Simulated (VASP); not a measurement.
EuS:

```
Eu S
1.0
     0.00000    2.97850    2.97850
     2.97850    0.00000    2.97850
     2.97850    2.97850    0.00000
Eu S
1 1
Direct
  0.00000 0.00000 0.00000
  0.50000 0.50000 0.50000
```

| Item | Value |
| --- | --- |
| Program | VASP 6.6.1 |
| Task | relaxation of cell and atoms |
| Functional | PBEsol |
| Dispersion | D4 |
| Potentials or basis | VASP PAW PBE potentials, release 64 (Eu, S) |
| Cutoff | 600 eV |
| k mesh | 8 × 8 × 8 |
| Occupations | fermi-dirac, width 0.05 eV |
| Spin | collinear spin, ferromagnetic start |
| Starting moments | [7.0, 0.0] μB |

At the start: pressure -6.8 GPa; volume 26.42 Å³/atom.

**Question.** Where does the relaxation end?

**Answer.** Over 3 steps the energy falls by 85.6 meV/atom and the volume is 22.85 Å³/atom (-13.5 %); space group Fm-3m (No. 225, to 0.05 Å); moment 6.89 μB per cell.

The path:
```
step  energy change (eV)  largest force (eV/Å)  pressure (GPa)  volume (Å³)
   1              0.0000                0.0000           -6.80        52.85
   2             -0.1667                0.0000            1.46        44.73
   3             -0.1712                0.0000           -0.02        45.70
```

Final structure:
```yaml
crystal:
  lattice:
    - [0.00000, 2.83775, 2.83775]
    - [2.83775, 0.00000, 2.83775]
    - [2.83775, 2.83775, 0.00000]
  atoms:
    - { symbol: Eu, position: [0.00000, 0.00000, 0.00000] }
    - { symbol: S, position: [0.50000, 0.50000, 0.50000] }
```

Caveat: the PAW data sets were made with another functional, which shifts forces and pressure a little; the volume moved by -14 % from the deposited cell, more than functionals usually miss; a cell with one magnetic atom can't hold antiferromagnetic order, which such compounds often take; without U or exact exchange the open f shell lies at the Fermi level, which spoils levels, moments and volumes; pairwise dispersion overbinds metals, which lowers pressure and volume.
